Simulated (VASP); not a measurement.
# CaO (Lime) (Fm-3m) in VASP: settings compared

The runs below take CaO (Lime) through phonons, dielectric tensor, band structure, with PBE, HSE06.

Everything below comes from runs of VASP 6.6.1. Logs are shortened: lines on timing, memory, paths and dates and some standing lists are left out, and cuts for length are marked.

**1. The structure**

It takes space group Fm-3m (No. 225, cubic). Conventional cell: a = 4.838 Å, b = 4.838 Å, c = 4.838 Å, α = 90.00°, β = 90.00°, γ = 90.00°. Around Ca (site symmetry m-3m) lie 6 O at 2.42 Å. Around O (site symmetry m-3m) lie 6 Ca at 2.42 Å.

**2. Phonons, PBE**

File POSCAR:

```
CaO
1.0
    0.0000000000      2.4189296724      2.4189296724
    2.4189296724      0.0000000000      2.4189296724
    2.4189296724      2.4189296724      0.0000000000
  Ca              O
     1     1
Direct
     0.0000000000000000    0.0000000000000000    0.0000000000000000
     0.5000000000000000    0.5000000000000000    0.5000000000000000
```

File INCAR.step1:

```
ALGO     = Normal         # electronic algorithm
EDIFF    = 1E-8           # SCF threshold, eV
EDIFFG   = -0.002         # ionic threshold
ENCUT    = 600            # plane-wave cutoff, eV
GGA      = PE             # functional
IBRION   = 2              # ionic algorithm
ISIF     = 3              # what is computed and relaxed
ISMEAR   = 0              # smearing method
LASPH    = True           # aspherical terms in the spheres
LCHARG   = False          # write CHGCAR
LREAL    = False          # projectors in reciprocal space
LWAVE    = False          # write WAVECAR
NELM     = 80             # most SCF steps
NSW      = 40             # ionic steps
PREC     = Accurate       # precision mode
SIGMA    = 0.03           # smearing width, eV
```

File INCAR.step2:

```
ALGO     = Normal         # electronic algorithm
EDIFF    = 1E-8           # SCF threshold, eV
ENCUT    = 600            # plane-wave cutoff, eV
GGA      = PE             # functional
IBRION   = 6              # ionic algorithm
ISIF     = 2              # what is computed and relaxed
ISMEAR   = 0              # smearing method
LASPH    = True           # aspherical terms in the spheres
LCHARG   = False          # write CHGCAR
LREAL    = False          # projectors in reciprocal space
LWAVE    = False          # write WAVECAR
NELM     = 80             # most SCF steps
NFREE    = 2            
NSW      = 1              # ionic steps
POTIM    = 0.015          # step
PREC     = Accurate       # precision mode
SIGMA    = 0.03           # smearing width, eV
```

File KPOINTS:

```
k-points
0
Gamma
  10 10 10
```

Potentials or basis: VASP PAW PBE potentials, release 64 (Ca_sv, O).

Launch:

```console
cat potpaw_PBE.64/Ca_sv/POTCAR potpaw_PBE.64/O/POTCAR > POTCAR
cp INCAR.step1 INCAR
mpirun -np 1 vasp_std > vasp.out
cp CONTCAR POSCAR
cp INCAR.step2 INCAR
mpirun -np 1 vasp_std > vasp.out
```

OUTCAR:

```text
EDIFF = 1E-8
   ENCUT = 600
   GGA = PE
   IBRION = 6
   ISIF = 2
   ISMEAR = 0
   LASPH = True
   LREAL = False
   NELM = 80
   NFREE = 2
   NSW = 1
   POTIM = 0.015
   PREC = Accurate

 ion  position               nearest neighbor table
   1  0.000  0.000  0.000-   2 2.42   2 2.42   2 2.42   2 2.42   2 2.42   2 2.42
   2  0.500  0.500  0.500-   1 2.42   1 2.42   1 2.42   1 2.42   1 2.42   1 2.42

  LATTYP: Found a face centered cubic cell.
 ALAT       =     4.8378593448

  Lattice vectors:

 A1 = (   0.0000000000,   2.4189296724,   2.4189296724)
 A2 = (   2.4189296724,   0.0000000000,   2.4189296724)
 A3 = (   2.4189296724,   2.4189296724,   0.0000000000)

Analysis of symmetry for initial positions (statically):
=====================================================================
 Subroutine PRICEL returns:
 Original cell was already a primitive cell.

 Routine SETGRP: Setting up the symmetry group for a
 face centered cubic supercell.

 Subroutine GETGRP returns: Found 48 space group operations
 (whereof 48 operations were pure point group operations)
 out of a pool of 48 trial point group operations.

The static configuration has the point symmetry O_h .

Analysis of symmetry for dynamics (positions and initial velocities):
=====================================================================
 Subroutine PRICEL returns:
 Original cell was already a primitive cell.

 Routine SETGRP: Setting up the symmetry group for a
 face centered cubic supercell.

 Subroutine GETGRP returns: Found 48 space group operations
 (whereof 48 operations were pure point group operations)
 out of a pool of 48 trial point group operations.

The dynamic configuration has the point symmetry O_h .

 Subroutine INISYM returns: Found 48 space group operations
 (whereof 48 operations are pure point group operations),
 and found     1 'primitive' translations

----------------------------------------------------------------------------------------

                                     Primitive cell

  volume of cell :      28.3074

  direct lattice vectors                    reciprocal lattice vectors
     0.000000000  2.418929672  2.418929672    -0.206702992  0.206702992  0.206702992
     2.418929672  0.000000000  2.418929672     0.206702992 -0.206702992  0.206702992
     2.418929672  2.418929672  0.000000000     0.206702992  0.206702992 -0.206702992

  length of vectors
     3.420883149  3.420883149  3.420883149     0.358020084  0.358020084  0.358020084

  position of ions in fractional coordinates (direct lattice)
     0.000000000  0.000000000  0.000000000
     0.500000000  0.500000000  0.500000000

  ion indices of the primitive-cell ions
   primitive index   ion index
                 1           1
                 2           2

----------------------------------------------------------------------------------------

 KPOINTS: k-points

Automatic generation of k-mesh.
 Grid dimensions read from file:
 generate k-points for:   10   10   10

 Generating k-lattice:

  Cartesian coordinates                     Fractional coordinates (reciprocal lattice)
    -0.020670299  0.020670299  0.020670299     0.100000000  0.000000000  0.000000000
     0.020670299 -0.020670299  0.020670299     0.000000000  0.100000000  0.000000000
     0.020670299  0.020670299 -0.020670299     0.000000000  0.000000000  0.100000000

  Length of vectors
     0.035802008  0.035802008  0.035802008

  Shift w.r.t. Gamma in fractional coordinates (k-lattice)
[... 62 lines left out ...]
   PSTRESS=    0.0 pullay stress
   NELECT =      16.0000    total number of electrons
   NUPDOWN=      -1.0000    fix difference up-down
   EMIN   =  10.00;   EMAX   =-10.00  energy-range for DOS
   EFERMI =   0.00;   METHOD = LEGACY
   ISMEAR =     0;   SIGMA  =   0.03  broadening in eV -4-tet -1-fermi 0-gaus
   EFERMI_NEDOS =   21; number of points for ismear=-14 and -15
   IALGO  =     38    algorithm
   IMIX   =      4    mixing-type and parameters
     AMIX     =   0.40;   BMIX     =  1.00
     AMIX_MAG =   1.60;   BMIX_MAG =  1.00
  volume/ion in A,a.u.               =      14.15        95.51
  Fermi-wavevector in a.u.,A,eV,Ry     =   1.353573  2.557881 24.928037  1.832159
  Thomas-Fermi vector in A             =   2.480817
   LORBIT       =      0    0 simple, 1 ext, 2 COOP (PROOUT), +10 PAW based schemes
   GGA     = PE    functional components
   LHFCALC =     F    Hartree Fock is set to
   AEXX    =    0.0000 exact exchange contribution
   IVDW    =     0    specifies the selected vdW correction
   LEPSILON=     F    determine dielectric tensor
   LRPA    =     F    only Hartree local field effects (RPA)
 finite differences with symmetry
 non-spin polarized calculation
 Gauss-broadening in eV      SIGMA  =   0.03
  energy-cutoff  :      600.00
  volume of cell :       28.31
 maximum number of plane-waves:       960
   NGX = 13   NGY = 13   NGZ = 13

--------------------------------------- Ionic step        1  -------------------------------------------

 number of electron      16.0000000 magnetization

 Free energy of the ion-electron system (eV)
  ---------------------------------------------------
  ext. energy  EPLUGINS =         0.00000000
  ---------------------------------------------------
  free energy    TOTEN  =       -12.80796586 eV

  energy without entropy =      -12.80796586  energy(sigma->0) =      -12.80796586

------------------------ aborting loop because EDIFF is reached ----------------------------------------

  FORCE on cell =-STRESS in cart. coord.  units (eV):
  Direction    XX          YY          ZZ          XY          YZ          ZX
  --------------------------------------------------------------------------------------
  -------------------------------------------------------------------------------------
  Total       -0.0022250     -0.0022250     -0.0022250     -0.0000000      0.0000000      0.0000000
  in kB       -0.1259307     -0.1259307     -0.1259307     -0.0000000      0.0000000      0.0000000
  external PRESSURE =      -0.1259307 kB  Pullay stress =       0.0000000 kB
[... 131 lines left out ...]
--------------------------------------- Ionic step        5  -------------------------------------------

 number of electron      16.0000001 magnetization

 Free energy of the ion-electron system (eV)
  ---------------------------------------------------
  ext. energy  EPLUGINS =         0.00000000
  ---------------------------------------------------
  free energy    TOTEN  =       -12.80764976 eV

  energy without entropy =      -12.80764976  energy(sigma->0) =      -12.80764976

 E-fermi :   2.4472     XC(G=0): -10.3804

 val. band max:        2.2375724551   @ k =   0.0000   0.0000   0.0000
 cond. band min:       5.8800134167   @ k =   0.0000   0.5000   0.5000
 fundamental gap:      3.6424409617
 Fermi energy:         2.4472294412

 k-point     1 :       0.0000    0.0000    0.0000
  band No.  band energies     occupation
      1     -35.4777      2.00000
      2     -16.2558      2.00000
      3     -16.2556      2.00000
      4     -16.2556      2.00000
      5     -13.2565      2.00000
      6       2.2375      2.00000
      7       2.2376      2.00000
      8       2.2376      2.00000
      9       6.7952      0.00000
     10       8.4164      0.00000
     11       8.4173      0.00000
     12       8.4173      0.00000
[... 331 lines left out ...]
 k-point    24 :       0.4000    0.3000    0.0000
  band No.  band energies     occupation
      1     -35.3789      2.00000
      2     -16.8516      2.00000
      3     -16.4419      2.00000
      4     -16.4168      2.00000
      5     -12.7651      2.00000
      6       0.5780      2.00000
      7       1.6881      2.00000
      8       1.7884      2.00000
      9       6.5363      0.00000
     10       9.7345      0.00000
     11      10.9015      0.00000
     12      10.9826      0.00000

 [... further k-points ...]

------------------------ aborting loop because EDIFF is reached ----------------------------------------

  FORCE on cell =-STRESS in cart. coord.  units (eV):
  Direction    XX          YY          ZZ          XY          YZ          ZX
  --------------------------------------------------------------------------------------
  -------------------------------------------------------------------------------------
  Total        0.0030594     -0.0025746     -0.0025746      0.0000000      0.0000000      0.0000000
  in kB        0.1731609     -0.1457201     -0.1457201      0.0000000      0.0000000      0.0000000
  external PRESSURE =      -0.0394264 kB  Pullay stress =       0.0000000 kB
[... 17 lines left out ...]
  FREE ENERGIE OF THE ION-ELECTRON SYSTEM (eV)
  ---------------------------------------------------
  free  energy   TOTEN  =       -12.8076497557 eV

  energy  without entropy=      -12.8076497557  energy(sigma->0) =      -12.80764976

 INTERNAL STRAIN TENSORS FROM DISPLACED ATOMS
 ============================================

 INTERNAL STRAIN TENSOR FOR ION    1 for displacements in x,y,z  (eV/Angst):
          X           Y           Z          XY          YZ          ZX
  --------------------------------------------------------------------------------
  x     0.00000     0.00000     0.00000     0.00000     0.00000     0.00000
  y     0.00000     0.00000     0.00000     0.00000     0.00000     0.00000
  z     0.00000     0.00000     0.00000     0.00000     0.00000     0.00000

 INTERNAL STRAIN TENSOR FOR ION    2 for displacements in x,y,z  (eV/Angst):
          X           Y           Z          XY          YZ          ZX
  --------------------------------------------------------------------------------
  x     0.00000     0.00000     0.00000     0.00000     0.00000     0.00000
  y     0.00000     0.00000     0.00000     0.00000     0.00000     0.00000
  z     0.00000     0.00000     0.00000     0.00000     0.00000     0.00000

 Eigenvectors and eigenvalues of the dynamical matrix
 ----------------------------------------------------

   1 f  =    7.757580 THz    48.742314 2PiTHz  258.765024 cm-1    32.082760 meV
             X         Y         Z           dx          dy          dz
      0.000000  0.000000  0.000000     0.000000    0.534022    0.000000
      2.418930  2.418930  2.418930     0.000000   -0.845470    0.000000
[... 21 lines left out ...]
   6 f/i=    0.001176 THz     0.007389 2PiTHz    0.039226 cm-1     0.004863 meV
             X         Y         Z           dx          dy          dz
      0.000000  0.000000  0.000000     0.000000    0.000000    0.845470
      2.418930  2.418930  2.418930     0.000000    0.000000    0.534022

 ELASTIC MODULI CONTR FROM IONIC RELAXATION (kBar)
 Direction    XX          YY          ZZ          XY          YZ          ZX
 --------------------------------------------------------------------------------
 XX           0.0000      0.0000      0.0000      0.0000      0.0000      0.0000
 YY           0.0000      0.0000      0.0000      0.0000      0.0000      0.0000
 ZZ           0.0000      0.0000      0.0000      0.0000      0.0000      0.0000
 XY           0.0000      0.0000      0.0000      0.0000      0.0000      0.0000
 YZ           0.0000      0.0000      0.0000      0.0000      0.0000      0.0000
 ZX           0.0000      0.0000      0.0000      0.0000      0.0000      0.0000
 --------------------------------------------------------------------------------
```

It took 1.9 min on 1 thread of Intel Xeon Platinum 8488C (Sapphire Rapids), shared host; peak memory 0.22 GiB.

Results:

```yaml
Highest_phonon_frequency_at_Γ_LO-TO_splitting_left_out: 259 cm⁻¹
```

Phonon frequencies in cm⁻¹ (negative: imaginary):
```csv
q point,frequencies
"(0.000, 0.000, 0.000)",0 0 0 259 259 259
```

[end of part 1 of 3]
